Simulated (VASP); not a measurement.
# Zr3C2 (P4/mmm) in VASP: a series of runs

Runs on Zr3C2. Level: PBE. Tasks: single point.

Program: VASP 6.6.1. These are calculated values, not measurements. Logs are shortened: lines on timing, memory, paths and dates and some standing lists are left out, and cuts for length are marked.

## 1. The cell of the first run

It takes space group P4/mmm (No. 123, tetragonal). Conventional cell: a = 4.443 Å, b = 4.443 Å, c = 3.438 Å, α = 90.00°, β = 90.00°, γ = 90.00°. Around Zr (site symmetry mmm) lie 2 Zr at 2.22 Å. Zr (site symmetry 4/mmm) is surrounded by 2 C at 1.72 Å. C (site symmetry 4/mmm) has 2 Zr at 1.72 Å as nearest neighbours. Around C (site symmetry 4/mmm) lie 8 Zr at 2.81 Å and 4 C at 3.14 Å.

The cell was built by a generator and needn't be a form met in nature.

## 2. Single point, PBE (random cell by space group and Wyckoff sites (P4/mmm, No. 123))

Contents of INCAR:

```
SYSTEM = Zr3C2
PREC = Accurate
ENCUT = 520
EDIFF = 1E-6
ISMEAR = 0
SIGMA = 0.1
LREAL = .FALSE.
LASPH = .TRUE.
NELM = 60
ALGO = Normal
ISIF = 2
LWAVE = .FALSE.
LCHARG = .FALSE.
GGA = PE
NBANDS = 30
```

Contents of KPOINTS:

```
Automatic mesh
0
G
  4 4 6
  0 0 0
```

Contents of POSCAR:

```
Zr3C2
1.0
    4.4427503300      0.0000000000      0.0000000000
    0.0000000000      4.4427503300      0.0000000000
    0.0000000000      0.0000000000      3.4381901400
Zr C
3 2
Direct
    0.0000000000      0.5000000000      0.0000000000
    0.5000000000      0.0000000000      0.0000000000
    0.5000000000      0.5000000000      0.0000000000
    0.5000000000      0.5000000000      0.5000000000
    0.0000000000      0.0000000000      0.5000000000
```

Potentials or basis: VASP PAW PBE potentials, release 64 (Zr_sv, C).

Started as:

```console
$ cat potpaw_PBE.64/Zr_sv/POTCAR potpaw_PBE.64/C/POTCAR > POTCAR
$ mpirun -np 1 vasp_std > vasp.out
```

OUTCAR:

```text
SYSTEM = Zr3C2
   PREC = Accurate
   ENCUT = 520
   EDIFF = 1E-6
   ISMEAR = 0
   LREAL = .FALSE.
   LASPH = .TRUE.
   NELM = 60
   ISIF = 2
   GGA = PE

 ion  position               nearest neighbor table
   1  0.000  0.500  0.000-   3 2.22   3 2.22   5 2.81   4 2.81   5 2.81   5 2.81   5 2.81   4 2.81
                             4 2.81   4 2.81   2 3.14   2 3.14   2 3.14   2 3.14
   2  0.500  0.000  0.000-   3 2.22   3 2.22   5 2.81   4 2.81   5 2.81   4 2.81   4 2.81   4 2.81
                             5 2.81   5 2.81   1 3.14   1 3.14   1 3.14   1 3.14
   3  0.500  0.500  0.000-   4 1.72   4 1.72   1 2.22   2 2.22   2 2.22   1 2.22
   4  0.500  0.500  0.500-   3 1.72   3 1.72   1 2.81   1 2.81   2 2.81   2 2.81   2 2.81   2 2.81
                             1 2.81   1 2.81
   5  0.000  0.000  0.500-   1 2.81   2 2.81   1 2.81   2 2.81   1 2.81   1 2.81   2 2.81   2 2.81

  LATTYP: Found a simple tetragonal cell.
 ALAT       =     4.4427503300
 C/A-ratio  =     0.7738877688

  Lattice vectors:

 A1 = (   4.4427503300,   0.0000000000,   0.0000000000)
 A2 = (   0.0000000000,   4.4427503300,   0.0000000000)
 A3 = (   0.0000000000,   0.0000000000,   3.4381901400)

Analysis of symmetry for initial positions (statically):
=====================================================================
 Subroutine PRICEL returns:
 Original cell was already a primitive cell.

 Routine SETGRP: Setting up the symmetry group for a
 simple tetragonal supercell.

 Subroutine GETGRP returns: Found 16 space group operations
 (whereof 16 operations were pure point group operations)
 out of a pool of 16 trial point group operations.

The static configuration has the point symmetry D_4h.

Analysis of symmetry for dynamics (positions and initial velocities):
=====================================================================
 Subroutine PRICEL returns:
 Original cell was already a primitive cell.

 Routine SETGRP: Setting up the symmetry group for a
 simple tetragonal supercell.

 Subroutine GETGRP returns: Found 16 space group operations
 (whereof 16 operations were pure point group operations)
 out of a pool of 16 trial point group operations.

The dynamic configuration has the point symmetry D_4h.

 Subroutine INISYM returns: Found 16 space group operations
 (whereof 16 operations are pure point group operations),
 and found     1 'primitive' translations

----------------------------------------------------------------------------------------

                                     Primitive cell

  volume of cell :      67.8631

  direct lattice vectors                    reciprocal lattice vectors
     4.442750330  0.000000000  0.000000000     0.225085797  0.000000000  0.000000000
     0.000000000  4.442750330  0.000000000     0.000000000  0.225085797  0.000000000
     0.000000000  0.000000000  3.438190140     0.000000000  0.000000000  0.290850697

  length of vectors
     4.442750330  4.442750330  3.438190140     0.225085797  0.225085797  0.290850697

  position of ions in fractional coordinates (direct lattice)
     0.000000000  0.500000000  0.000000000
     0.500000000  0.000000000  0.000000000
     0.500000000  0.500000000  0.000000000
     0.500000000  0.500000000  0.500000000
     0.000000000  0.000000000  0.500000000

  ion indices of the primitive-cell ions
   primitive index   ion index
                 1           1
                 2           2
                 3           3
                 4           4
                 5           5

----------------------------------------------------------------------------------------

 KPOINTS: Automatic mesh

Automatic generation of k-mesh.
 Grid dimensions read from file:
 generate k-points for:    4    4    6

 Generating k-lattice:

  Cartesian coordinates                     Fractional coordinates (reciprocal lattice)
     0.056271449  0.000000000  0.000000000     0.250000000  0.000000000  0.000000000
     0.000000000  0.056271449  0.000000000     0.000000000  0.250000000  0.000000000
     0.000000000  0.000000000  0.048475116     0.000000000  0.000000000  0.166666667

  Length of vectors
     0.056271449  0.056271449  0.048475116

  Shift w.r.t. Gamma in fractional coordinates (k-lattice)
     0.000000000  0.000000000  0.000000000

 Subroutine IBZKPT returns following result:
 ===========================================

 Found     24 irreducible k-points:

 Following reciprocal coordinates:
            Coordinates               Weight
  0.000000  0.000000  0.000000      1.000000
  0.250000  0.000000  0.000000      4.000000
  0.500000  0.000000  0.000000      2.000000
  0.250000  0.250000  0.000000      4.000000
  0.500000  0.250000  0.000000      4.000000
  0.500000  0.500000  0.000000      1.000000
[... 16 lines left out ...]
  0.500000  0.250000  0.500000      4.000000
  0.500000  0.500000  0.500000      1.000000
   k-points           NKPTS =     24   k-points in BZ     NKDIM =     24   number of bands    NBANDS=     30
   number of dos      NEDOS =    301   number of ions     NIONS =      5
   total plane-waves  NPLWV =  36288
   dimension x,y,z NGX =    36 NGY =   36 NGZ =   28
   dimension x,y,z NGXF=    72 NGYF=   72 NGZF=   56
   ions per type =               3   2
   NGX,Y,Z   is equivalent  to a cutoff of  13.47, 13.47, 13.54 a.u.
   NGXF,Y,Z  is equivalent  to a cutoff of  26.94, 26.94, 27.08 a.u.
 SYSTEM =  Zr3C2
   PREC   = accura    normal or accurate (medium, high low for compatibility)
   ISTART =      0    job   : 0-new  1-cont  2-samecut
   ICHARG =      2    charge: 1-file 2-atom 10-const
   ISPIN  =      1    spin polarized calculation?
   LNONCOLLINEAR =      F non collinear calculations
   LSORBIT =      F    spin-orbit coupling
   LASPH  =      T    aspherical Exc in radial PAW
   ENCUT  =  520.0 eV  38.22 Ry    6.18 a.u.   8.26  8.26  6.39*2*pi/ulx,y,z
   NELM   =     60;   NELMIN=  2; NELMDL= -5     # of ELM steps
   EDIFF  = 0.1E-05   stopping-criterion for ELM
   LREAL  =      F    real-space projection
   EDIFFG = 0.1E-04   stopping-criterion for IOM
   NSW    =      0    number of steps for IOM
   IBRION =     -1    ionic relax: 0-MD 1-quasi-New 2-CG
   NFREE  =      0    steps in history (QN), initial steepest desc. (CG)
   ISIF   =      2    stress and relaxation
   ISYM   =      2    0-nonsym 1-usesym 2-fastsym
   POTIM  = 0.5000    time-step for ionic-motion
   TEBEG  =    0.0;   TEEND  =   0.0 temperature during run
   PSTRESS=    0.0 pullay stress
   NELECT =      44.0000    total number of electrons
   NUPDOWN=      -1.0000    fix difference up-down
   EMIN   =  10.00;   EMAX   =-10.00  energy-range for DOS
   EFERMI =   0.00;   METHOD = LEGACY
   ISMEAR =     0;   SIGMA  =   0.10  broadening in eV -4-tet -1-fermi 0-gaus
   EFERMI_NEDOS =   21; number of points for ismear=-14 and -15
   IALGO  =     38    algorithm
   IMIX   =      4    mixing-type and parameters
     AMIX     =   0.40;   BMIX     =  1.00
     AMIX_MAG =   1.60;   BMIX_MAG =  1.00
  volume/ion in A,a.u.               =      13.57        91.59
  Fermi-wavevector in a.u.,A,eV,Ry     =   1.416928  2.677606 27.316217  2.007685
  Thomas-Fermi vector in A             =   2.538211
   LORBIT       =      0    0 simple, 1 ext, 2 COOP (PROOUT), +10 PAW based schemes
   GGA     = PE    functional components
   LHFCALC =     F    Hartree Fock is set to
   AEXX    =    0.0000 exact exchange contribution
   IVDW    =     0    specifies the selected vdW correction
   LEPSILON=     F    determine dielectric tensor
   LRPA    =     F    only Hartree local field effects (RPA)
 non-spin polarized calculation
 Gauss-broadening in eV      SIGMA  =   0.10
  energy-cutoff  :      520.00
  volume of cell :       67.86
 maximum number of plane-waves:      1889
 NGX is ok and might be reduce to    36
   NGX = 17   NGY = 17   NGZ = 13

 number of electron      44.0000004 magnetization

 Free energy of the ion-electron system (eV)
  ---------------------------------------------------
  ext. energy  EPLUGINS =         0.00000000
  ---------------------------------------------------
  free energy    TOTEN  =       -26.76563808 eV

  energy without entropy =      -26.74958003  energy(sigma->0) =      -26.75760905

 E-fermi :  10.7955     XC(G=0): -12.0962

 val. band max:       10.7470169077   @ k =   0.2500   0.0000   0.0000
 cond. band min:      10.7968817152   @ k =   0.5000   0.2500   0.1667
 fundamental gap:      0.0498648075
 Fermi energy:        10.7955298760

 k-point     1 :       0.0000    0.0000    0.0000
  band No.  band energies     occupation
      1     -39.0931      2.00000
      2     -38.2422      2.00000
      3     -36.3695      2.00000
      4     -19.8620      2.00000
      5     -19.8620      2.00000
      6     -17.4409      2.00000
[... 22 lines left out ...]
     29      13.5465      0.00000
     30      15.6655      0.00000

 k-point     2 :       0.2500    0.0000    0.0000
  band No.  band energies     occupation
      1     -38.9573      2.00000
      2     -38.2783      2.00000
      3     -36.5533      2.00000
      4     -19.8335      2.00000
      5     -18.9533      2.00000
      6     -17.3431      2.00000
[... 22 lines left out ...]
     29      14.3658      0.00000
     30      14.6563      0.00000

 k-point     3 :       0.5000    0.0000    0.0000
  band No.  band energies     occupation
      1     -38.7729      2.00000
      2     -38.3514      2.00000
      3     -36.7464      2.00000
      4     -19.8044      2.00000
      5     -17.2252      2.00000
      6     -16.9830      2.00000
[... 22 lines left out ...]
     29      13.7554      0.00000
     30      15.7514      0.00000

 k-point     4 :       0.2500    0.2500    0.0000
  band No.  band energies     occupation
      1     -38.8097      2.00000
      2     -38.2969      2.00000
      3     -36.7662      2.00000
      4     -18.9455      2.00000
      5     -18.8949      2.00000
      6     -17.2340      2.00000
[... 616 lines left out ...]
     29      15.0916      0.00000
     30      15.1566      0.00000

 k-point    23 :       0.5000    0.2500    0.5000
  band No.  band energies     occupation
      1     -38.5791      2.00000
      2     -38.3309      2.00000
      3     -36.9911      2.00000
      4     -18.8357      2.00000
      5     -17.5193      2.00000
      6     -16.9594      2.00000
[... 22 lines left out ...]
     29      14.7601      0.00000
     30      14.9871      0.00000

 k-point    24 :       0.5000    0.5000    0.5000
  band No.  band energies     occupation
      1     -38.3306      2.00000
      2     -38.3306      2.00000
      3     -37.3205      2.00000
      4     -17.3232      2.00000
      5     -17.0493      2.00000
      6     -16.8694      2.00000
[... 22 lines left out ...]
     29      14.5903      0.00000
     30      15.0805      0.00000

------------------------ aborting loop because EDIFF is reached ----------------------------------------

  FORCE on cell =-STRESS in cart. coord.  units (eV):
  Direction    XX          YY          ZZ          XY          YZ          ZX
  --------------------------------------------------------------------------------------
  -------------------------------------------------------------------------------------
  Total       29.2236111     29.2236111     29.3405983      0.0000000      0.0000000      0.0000000
  in kB      689.9390965    689.9390965    692.7010432      0.0000000      0.0000000      0.0000000
  external PRESSURE =     690.8597454 kB  Pullay stress =       0.0000000 kB

 VOLUME and BASIS-vectors are now :
 -----------------------------------------------------------------------------
  energy-cutoff  :      520.00
  volume of cell :       67.86
      direct lattice vectors                 reciprocal lattice vectors
     4.442750330  0.000000000  0.000000000     0.225085797  0.000000000  0.000000000
     0.000000000  4.442750330  0.000000000     0.000000000  0.225085797  0.000000000
     0.000000000  0.000000000  3.438190140     0.000000000  0.000000000  0.290850697

 POSITION                                       TOTAL-FORCE (eV/Angst)
 -----------------------------------------------------------------------------------
      0.00000      2.22138      0.00000         0.000000      0.000000      0.000000
      2.22138      0.00000      0.00000         0.000000      0.000000      0.000000
      2.22138      2.22138      0.00000         0.000000      0.000000      0.000000
      2.22138      2.22138      1.71910         0.000000      0.000000      0.000000
      0.00000      0.00000      1.71910         0.000000      0.000000      0.000000
 -----------------------------------------------------------------------------------
    total drift:                                0.000000      0.000000     -0.000000

  FREE ENERGIE OF THE ION-ELECTRON SYSTEM (eV)
  ---------------------------------------------------
  free  energy   TOTEN  =       -26.7656380772 eV

  energy  without entropy=      -26.7495800263  energy(sigma->0) =      -26.75760905
```

Run time: 41 s. Hardware: 1 thread of Intel Xeon Platinum 8488C (Sapphire Rapids), shared host; peak memory 0.19 GiB.

Results:

```yaml
Free_energy: -26.7656 eV
Pressure: 69.1 GPa
Band_gap_on_the_k_mesh: none (metal or under the smearing width)
```

Caveat: a pressure of tens of GPa on the cell as given is suspect, and the run, the potentials or the cell itself is likely at fault.

## 3. Single point, PBE (random cell by space group and Wyckoff sites (P4/mmm, No. 123))

Contents of INCAR:

```
SYSTEM = Zr3C2
PREC     = Accurate       ! precision mode
ENCUT    = 520            ! plane-wave cutoff, eV
EDIFF    = 1E-6           ! SCF threshold, eV
ISMEAR   = 0              ! smearing method
SIGMA    = 0.1            ! smearing width, eV
LREAL    = .False.        ! projectors in reciprocal space
LASPH    = .True.         ! aspherical terms in the spheres
NELM     = 100            ! most SCF steps
ALGO     = Fast           ! electronic algorithm
ISIF     = 2              ! what is computed and relaxed
LWAVE    = .False.        ! write WAVECAR
LCHARG   = .False.        ! write CHGCAR
GGA      = PE             ! functional
NBANDS   = 30             ! bands
```

Contents of KPOINTS:

```
Automatic mesh
0
Gamma
  8 8 10
  0 0 0
```

POSCAR, as its differences from that of step 2:

```diff
@@ -2,5 +2,5 @@
 1.0
-    4.4427503300      0.0000000000      0.0000000000
-    0.0000000000      4.4427503300      0.0000000000
-    0.0000000000      0.0000000000      3.4381901400
+    5.0835177636      0.0000000000      0.0000000000
+    0.0000000000      5.0835177636      0.0000000000
+    0.0000000000      0.0000000000      4.0096000700
 Zr C
```

Potentials or basis: VASP PAW PBE potentials, release 64 (Zr_sv, C).

Started as:

```console
$ cat potpaw_PBE.64/Zr_sv/POTCAR potpaw_PBE.64/C/POTCAR > POTCAR
$ mpirun -np 1 vasp_std > vasp.out
```

It took 8.2 min on 1 thread of Intel Xeon Platinum 8488C (Sapphire Rapids), shared host; peak memory 0.36 GiB.

It converged, with:

```yaml
Free_energy: -32.3000 eV
Pressure: 0.1 GPa
Band_gap_on_the_k_mesh: none (metal or under the smearing width)
```

Stress tensor (GPa, compression positive):
```
0.14 0.00 0.00
0.00 0.14 0.00
0.00 0.00 0.06
```

Levels at points of the mesh, in eV from the Fermi level:
| k point | band 19 | band 20 | band 21 | band 22 | band 23 | band 24 | band 25 | band 26 |
| --- | --- | --- | --- | --- | --- | --- | --- | --- |
| (0.00, 0.00, 0.00) | -1.58 | -1.13 | -1.13 | -0.06 | 0.06 | 0.41 | 0.54 | 0.54 |
| (0.50, 0.00, 0.00) | -1.33 | -0.98 | -0.47 | 0.42 | 0.61 | 0.63 | 0.70 | 0.93 |
| (0.50, 0.50, 0.00) | -0.39 | -0.08 | 0.42 | 0.43 | 0.43 | 1.54 | 1.54 | 1.58 |
| (0.00, 0.00, 0.50) | -2.87 | -2.02 | -1.60 | -0.64 | -0.64 | 2.44 | 2.82 | 2.94 |
| (0.50, 0.00, 0.50) | -2.11 | -1.73 | -1.22 | -0.57 | 0.42 | 0.79 | 1.10 | 1.70 |
| (0.50, 0.50, 0.50) | -0.65 | -0.65 | 0.39 | 0.39 | 0.39 | 1.13 | 1.13 | 1.46 |
